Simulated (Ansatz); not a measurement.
# PbS (model cell, started as NiAs type): a soft mode frozen in

Wanted: the energy along a soft mode of PbS (model cell, started as NiAs type) and the structure at the end.

Calculated with Ansatz 0.2.0; DFT PBEsol, scalar-relativistic, plane waves, PAW.

Most raw output is cut from this account.

The structure was built from a prototype and need not be the compound's stable phase.

### Step 1. Starting point

It takes space group P6_3/mmc (No. 194, hexagonal). Conventional cell: a = 4.068 Å, b = 4.068 Å, c = 7.269 Å, α = 90.00°, β = 90.00°, γ = 120.00°. Nearest to Pb lie 6 S at 2.97 Å. Nearest to S lie 6 Pb at 2.97 Å. Farther neighbours and most contacts between anions are not listed.

### Step 2. Phonons on a q mesh

The cell comes from relaxations at this level that are not shown. The mesh has a single point along some directions, so zone-edge points there are not solved. Linear response on a 2×2×1 q mesh gives force constants as far as a supercell of that size would.

File input.yaml:

```yaml
crystal:
  lattice:
    - [4.0683400408, 0.0, 0.0]
    - [-2.0341700204, 3.5232858266, 0.0]
    - [0.0, 0.0, 7.2689196984]
  atoms:
    - { symbol: Pb, position: [0.0, 0.0, 0.0] }
    - { symbol: Pb, position: [0.0, 0.0, 0.5] }
    - { symbol: S, position: [0.3333333333, 0.6666666667, 0.25] }
    - { symbol: S, position: [0.6666666667, 0.3333333333, 0.75] }
kpoints:
  mp_grid: { grid: [12, 12, 6] }
hamiltonian:
  xc: pbesol
scf:
  occupations: { method: methfessel_paxton, width: 0.15 }
output:
  eigenvalues: true
phonons:
  method: dfpt
  qmesh: [2, 2, 1]
  temperatures: { t_max: 1000, t_step: 50 }
  qpath:
    path:
      - [[0.0, 0.0, 0.0], [0.5, 0.0, 0.0], [0.33333333, 0.33333333, 0.0], [0.0, 0.0, 0.0], [0.0, 0.0, 0.5], [0.5, 0.0, 0.5], [0.33333333, 0.33333333, 0.5], [0.0, 0.0, 0.5]]
      - [[0.5, 0.0, 0.5], [0.5, 0.0, 0.0]]
      - [[0.33333333, 0.33333333, 0.5], [0.33333333, 0.33333333, 0.0]]
    npoints: 10
```

On the command line:

```sh
$ ansatz run input.yaml --threads 4 --pin off --max-ram 7168MiB --backend cpu --events-out ev --progress --plain --runs-dir out
```

It took 71 s on 4 threads of Intel Xeon 6975P-C (Granite Rapids), shared host; peak memory 1.7 GiB.

Numbers from this step:

```
volume per atom                                               : 26.05 Å³
gap on the k-mesh                                             : 0 eV
sum-rule residual before enforcement                          : 1.28e-5 eV/Å²
point group                                                   : 6/mmm
highest optical mode at the zone centre (no LO-TO term)       : 238.2 cm⁻¹
lowest optical zone-centre mode                               : -34.23 cm⁻¹
lowest mode on the q mesh (acoustic modes at Γ apart)         : -64.79 cm⁻¹
highest frequency at a solved wavevector (no LO-TO term at Γ) : 238.2 cm⁻¹
```

Frequencies (cm⁻¹) solved at each irreducible wavevector; negative means imaginary. Frequencies by wavevector, by row:

```
q in reciprocal lattice units  star  mode 1  mode 2  mode 3  mode 4  mode 10  mode 11  mode 12
                        0 0 0     1   -34.2       0       0       0    179.5    179.5    238.2
                     0 -0.5 0     3   -64.8    22.2      36    47.7    181.5    205.1    216.5
```

Symmetry leaves 2 wavevectors to solve. The lowest mode among them, the acoustic zeros apart, lies at q = (0, -0.5, 0) and is imaginary, 64.8i cm⁻¹, so the energy falls along it.

### Step 3. The mode frozen in, largest atomic shift 0 Å

The mode followed lies at Γ with frequency 34.2i cm⁻¹, one of the unstable modes though not the softest. At small amplitude the distorted cell has space group no. 186 by a symmetry search on the positions. The undistorted cell that holds it gives the zero of energy on the same k mesh.

input.yaml, the sections that differ from step 2:

```yaml
output:
  forces: true
  stress: true
  eigenvalues: true
# crystal, kpoints, hamiltonian, scf: as in step 2
# phonons: removed
```

Elapsed: 1.6 s, on 4 threads; peak memory 0.53 GiB; 5.6 s of CPU time.

Numbers from this step:

* pressure: -0.002698 GPa
* energy from the undistorted cell: 0 meV/atom

The run ends at a pressure of 0.00 GPa.

### Step 4. The mode frozen in, largest atomic shift 0.08 Å

The atoms are moved along the unstable eigenvector, the largest shift by 0.08 Å, with the cell fixed.

input.yaml, the sections that differ from step 3:

```yaml
crystal:
  lattice:
    - [4.0683400408, 0.0, 0.0]
    - [-2.0341700204, 3.5232858266, 0.0]
    - [0.0, 0.0, 7.2689196984]
  atoms:
    - { symbol: Pb, position: [0.0, 0.0, 0.0017029186] }
    - { symbol: Pb, position: [0.0, 0.0, 0.5017029186] }
    - { symbol: S, position: [0.3333333333, 0.6666666667, 0.238994238] }
    - { symbol: S, position: [0.6666666667, 0.3333333333, 0.738994238] }
# kpoints, hamiltonian, scf, output: as in step 3
```

Wall time 2.4 s (4 threads); peak memory 0.49 GiB.

Numbers from this step:

```yaml
pressure: 0.1531 GPa
gap_on_the_k_mesh: 0.06173 eV
energy_from_the_undistorted_cell: -0.164 meV/atom
```

The energy, extrapolated to zero smearing, is -0.16 meV/atom against the undistorted cell.

The run ends at a pressure of 0.15 GPa, with forces up to 0.0029 eV/Å.

### Step 5. Energy along the mode, all amplitudes (two of the runs are shown above)

An imaginary frequency means negative curvature, so the energy should fall and then rise again as anharmonic terms take over.

This step gave:

* depth at the lowest point sampled: 0.164 meV/atom
* largest atomic shift at that point: 0.08 Å

Energy from the parent against largest atomic shift:

```csv
largest atomic shift (Å),energy from the parent (meV/atom)
0.000,0
0.040,-0.058
0.080,-0.164
0.140,0.092
0.220,3.30
0.320,17.6
```

Displacement at unit largest shift by atom:

```csv
atom,x (Å),y (Å),z (Å),size
Pb1,0.00,0.00,0.15,0.15
Pb2,0.00,0.00,0.15,0.15
S3,0.00,0.00,-1.00,1.00
S4,0.00,0.00,-1.00,1.00
```

The lowest of the steps tried is at 0.08 Å, 0.164 meV/atom below the parent; the bottom of the well need not coincide with a step.

### Step 6. Relaxing from the distorted cell

Starting from the lowest point found, all atoms and the cell are let go, so that strain and other modes of the same symmetry can join in.

Edit input.yaml of step 4 so:

```diff
@@ -20 +20,6 @@
   eigenvalues: true
+relax:
+  adjacent_minimum: "off"
+  f_tol: 0.002
+  max_steps: 120
+  cell: { stress_tol: 0.03 }
```

The job ended after 18 s (4 threads; peak memory 0.53 GiB; 69 s of CPU time).

The steps of the relaxation:

```csv
step,energy less that of the first step (eV),largest force component (eV/Å),pressure (GPa),volume (Å³)
1,0.0000,0.0029,0.15,104.19
2,-0.0001,0.0095,-0.12,104.63
3,-0.0002,0.0072,-0.01,104.45
4,-0.0002,0.0072,-0.02,104.49
5,-0.0007,0.0023,0.01,104.71
6,-0.0006,0.0057,0.04,104.90
7,-0.0007,0.0008,-0.02,104.84
8*,-0.0008,0.0008,-0.02,104.84
```

Relaxation steps marked * repeat the geometry before them on a plane-wave basis chosen anew for their cell, so energy and pressure can jump there. Relaxation step 6 was tried and not accepted.

Forces are held to the 12 operations that the run works with; a distortion that breaks them can't arise in this run.

| conventional cell, symmetrised | before | after | change |
| --- | --- | --- | --- |
| a (Å) | 4.068 | 4.068 | -0.0 % |
| b (Å) | 4.068 | 4.068 | -0.0 % |
| c (Å) | 7.269 | 7.317 | +0.7 % |
| volume (Å³/atom) | 26.05 | 26.21 | +0.6 % |

The atoms that moved most (Å, as changes of fractional coordinates times the final cell):

```csv
atom,dx,dy,dz,length
Pb2,0.000,0.000,0.030,0.030
S4,0.000,0.000,-0.030,0.030
S3,0.000,0.000,-0.030,0.030
Pb1,0.000,0.000,0.030,0.030
```

Final coordinates:

```xyz
4
Lattice="4.0678 0.0000 0.0000 -2.0339 3.5228 0.0000 0.0000 0.0000 7.3165" Properties=species:S:1:pos:R:3 pbc="T T T"
Pb    0.0000    0.0000    0.0421
Pb    0.0000    0.0000    3.7003
S     0.0000    2.3485    1.7190
S     2.0339    1.1743    5.3773
```

Numbers from this step:

| Property | Result |
| --- | --- |
| pressure | -0.01550 GPa |
| volume per atom | 26.21 Å³ |
| gap on the k-mesh | 0.1053 eV |

The distorted start has space group P6_3mc; the relaxation ends in P6_3mc.

### Step 7. The new phase in its own primitive cell

The relaxed structure is symmetrised, reduced to its primitive cell and relaxed tightly, as its phonons need.

input.yaml, the sections that differ from step 6:

```yaml
crystal:
  lattice:
    - [4.0677529891, 0.0, 0.0]
    - [-2.0338764945, 3.5227774249, 0.0]
    - [0.0, 0.0, 7.3165311633]
  atoms:
    - { symbol: Pb, position: [0.0, 0.0, 0.0057489816] }
    - { symbol: Pb, position: [0.0, 0.0, 0.5057489816] }
    - { symbol: S, position: [0.3333333333, 0.6666666667, 0.234948175] }
    - { symbol: S, position: [0.6666666667, 0.3333333333, 0.734948175] }
kpoints:
  mp_grid: { grid: [9, 9, 4] }
relax:
  adjacent_minimum: "off"
  f_tol: 0.001
  max_steps: 60
  cell: { stress_tol: 0.01 }
# hamiltonian, scf, output: as in step 6
```

Wall time 4.4 s (4 threads); peak memory 0.46 GiB.

Little changed from the start: no atom moved by 0.005 Å and no cell edge by 0.1 %.

This step gave:

```yaml
pressure: 2.46e-4 GPa
volume_per_atom: 26.20 Å³
gap_on_the_k_mesh: 0.1540 eV
direct_gap_on_mesh: 0.5979 eV
```

The largest force component left is 0.50 meV/Å and the pressure is 0.000 GPa, within the tolerances set. The cell now holds 26.20 Å³/atom.

### Step 8. Modes of the new phase, k-mesh 9×9×4

A relaxed structure may still be a saddle point, so its zone-centre modes are computed. No field response is asked.

input.yaml, the sections that differ from step 7:

```yaml
crystal:
  lattice:
    - [4.0675861495, 0.0, 0.0]
    - [-2.0337930747, 3.5226329376, 0.0]
    - [0.0, 0.0, 7.3143344237]
  atoms:
    - { symbol: Pb, position: [0.0, 0.0, 0.0057435331] }
    - { symbol: Pb, position: [0.0, 0.0, 0.5057435331] }
    - { symbol: S, position: [0.3333333333, 0.6666666667, 0.2349536235] }
    - { symbol: S, position: [0.6666666667, 0.3333333333, 0.7349536235] }
output:
  eigenvalues: true
phonons:
  method: dfpt
# kpoints, hamiltonian, scf: as in step 7
# relax: removed
```

It took 18 s on 4 threads; peak memory 1.2 GiB; 63 s of CPU time.

Numbers from this step:

| Item | Value |
| --- | --- |
| sum-rule residual before enforcement | 2.32e-5 eV/Å² |
| point group | 6mm |
| highest optical mode at the zone centre (no LO-TO term) | 239.3 cm⁻¹ |
| lowest optical zone-centre mode | 34.06 cm⁻¹ |

Patterns of degenerate modes are one choice out of their space. Modes at Γ, with each element's share of the kinetic energy:

| mode | frequency (cm⁻¹) | symmetry | Pb % | S % |
| --- | --- | --- | --- | --- |
| 1 | 0.0 | acoustic | 87 | 13 |
| 2 | 0.0 | acoustic | 87 | 13 |
| 3 | 0.0 | acoustic | 87 | 13 |
| 4 | 34.1 | E2 | 99 | 1 |
| 5 | 34.1 | E2 | 99 | 1 |
| 6 | 68.7 | A1 | 13 | 87 |
| 7 | 114.5 | B1 | 99 | 1 |
| 8 | 115.6 | E1 | 13 | 87 |
| 9 | 115.6 | E1 | 13 | 87 |
| 10 | 181.2 | E2 | 1 | 99 |
| 11 | 181.2 | E2 | 1 | 99 |
| 12 | 239.3 | B1 | 1 | 99 |

Displacements in mode 5 (34.1 cm⁻¹), the largest set to 1:
```
Pb1  1.00 -0.15  0.00
Pb2 -1.00  0.15  0.00
S3   0.25 -0.04  0.00
S4  -0.25  0.04  0.00
```

Displacements in mode 12 (239.3 cm⁻¹), the largest set to 1:
```
Pb1  0.00  0.00 -0.04
Pb2  0.00  0.00  0.04
S3   0.00  0.00  1.00
S4   0.00  0.00 -1.00
```

Before it was imposed, the acoustic sum rule was missed by 2.3e-5 eV/Å². Small misses are needed for a sound result but don't prove that mesh and cutoff are converged. The lowest optical mode is real, 34.1 cm⁻¹.

### Step 9. The phases reached

The phases reached along the modes that were followed are set side by side.

Energies are those of the first relaxation, on the mesh of the frozen mode; space group, volume and gap are those of the last relaxation. Phases, by row:

| mode frozen in | space group | energy from parent (meV/atom) | volume (Å³/atom) | gap on mesh (eV) | lowest zone-centre optical mode (cm⁻¹) | largest shift (Å) |
| --- | --- | --- | --- | --- | --- | --- |
| parent | P6_3/mmc | 0 | 26.05 | 0 | – | – |
| q = (0, -0.5, 0), 65i cm⁻¹ | Fm-3m | -63.98 | 25.71 | 0.193 | 65.7 | 1.434 |
| q = (0, 0, 0), 34i cm⁻¹ | P6_3mc | -0.36 | 26.2 | 0.154 | 34.1 | 0.076 |

### Step 10. Results

- unstable mode of the parent: q = (0, 0, 0), 34i cm⁻¹
- depth at the lowest point sampled: 0.164 meV/atom
- largest atomic shift at that point: 0.08 Å
- space group reached (within 0.01 Å): P6_3mc
- energy gained over the parent (first relaxation, on the mesh of the frozen mode): 0.364 meV/atom
- volume per atom, phase reached: 26.2 Å³
- gap on the k-mesh, phase reached: 0.154 eV
- lowest optical zone-centre mode, phase reached: 34.1 cm⁻¹
- highest optical mode at the zone centre (no LO-TO term), phase reached: 239 cm⁻¹

**Reading.** Along this mode the structure falls into P6_3mc, 0.364 meV/atom below the parent. At the parent's cell the well is 0.164 meV/atom deep on the steps tried, with its lowest point at a shift of 0.08 Å. Relaxing atoms and cell changes the gain by +0.20 meV/atom against the lowest step (energies at zero smearing). The new phase has no imaginary mode at the zone centre of its cell; other wavevectors were not checked. How so shallow a well moves with the k mesh was not tested. Of the 2 patterns followed to their end from this parent, this one ends 63.6 meV/atom above the lowest, Fm-3m. Each path keeps the symmetry of its pattern, so a lower phase may lie along a pattern not tried. The q mesh is too sparse to interpolate, so only the solved wavevectors are given. With no gap, or one that is small against the smearing, the frequencies hang on the k mesh and the smearing, most of all near Kohn anomalies. A semilocal functional can close a gap that the real compound would have, so the metallic treatment may be an artefact of the level. Spin-orbit coupling is left out, which can matter for the heavy elements here. The starting cell was built on a prototype and not taken from a measurement, so the phase need not exist.

[Logs are printed without paths, hosts, clocks, repeated set-up lines and the standing remarks that a program may print on its own settings, such as how far it seeks lower states.]

[Hosts, paths, dates, database ids (printed as entryN), source tags and the programs' standing remarks are cut or masked in the printed files.]
